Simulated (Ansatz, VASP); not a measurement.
Given: the input of a run of VASP 6.6.1 on BAs.

File INCAR:

```
PREC = Accurate
ENCUT = 520
EDIFF = 1E-6
ISMEAR = -1
SIGMA = 0.05
LREAL = F
LASPH = T
NELM = 80
ALGO = Normal
ISIF = 2
LWAVE = F
LCHARG = T
GGA = PS
LELF = T
LVHAR = T
NBANDS = 11
```

The input KPOINTS:

```
regular mesh
0
Gamma
  10 10 10
```

Contents of POSCAR:

```
BAs
1.0
    0.0000000000      2.4353452264      2.4353452264
    2.4353452264      0.0000000000      2.4353452264
    2.4353452264      2.4353452264      0.0000000000
As B
1 1
Direct
    0.7500000000      0.7500000000      0.7500000000
    0.0000000000      0.0000000000      0.0000000000
```

Potentials or basis: VASP PAW PBE potentials, release 64 (As, B).

Command:

```bash
$ cat potpaw_PBE.64/As/POTCAR potpaw_PBE.64/B/POTCAR > POTCAR
$ mpirun -np 1 vasp_std > vasp.out
```

**Question.** Translate it to Ansatz 0.2.0. Potentials there: all-electron LAPW, scalar-relativistic.

**Answer.** As run (the cutoff follows the program's own potentials):

input.yaml

```yaml
crystal:
  lattice:
    - [0.0, 2.4353452264, 2.4353452264]
    - [2.4353452264, 0.0, 2.4353452264]
    - [2.4353452264, 2.4353452264, 0.0]
  atoms:
    - { symbol: As, position: [0.75, 0.75, 0.75] }
    - { symbol: B, position: [0.0, 0.0, 0.0] }
kpoints:
  mp_grid: { grid: [10, 10, 10] }
scf:
  occupations: { method: fermi_dirac, width: 0.05 }
hamiltonian:
  xc: pbesol
  pseudopotentials: { kind: all_electron, lapw: { basis_error: 0.0005 } }
output:
  forces: true
  stress: true
  eigenvalues: true
```

Potentials or basis: all-electron LAPW, scalar-relativistic.

Command:

```bash
$ ansatz run input.yaml --threads 1 --pin off --max-ram 3072MiB --backend cpu --events-out ev --progress --plain --runs-dir out
```

Both were run:

|  | VASP | Ansatz | Ansatz less VASP |
| --- | --- | --- | --- |
| gap on the k mesh at the Fermi level (eV) | 1.13 | 1.14 | +0.010 |
| least direct gap on the mesh (eV) | 3.17 | 3.18 | +0.006 |
| pressure (GPa) | -7.2 | -7.9 | -0.68 |

Ansatz ran all-electron here, so the differences hold the error of VASP's frozen core and of both bases.

Caveats: the PAW data sets were made with another functional, which shifts forces and pressure a little (VASP). A k mesh can miss the band edges.
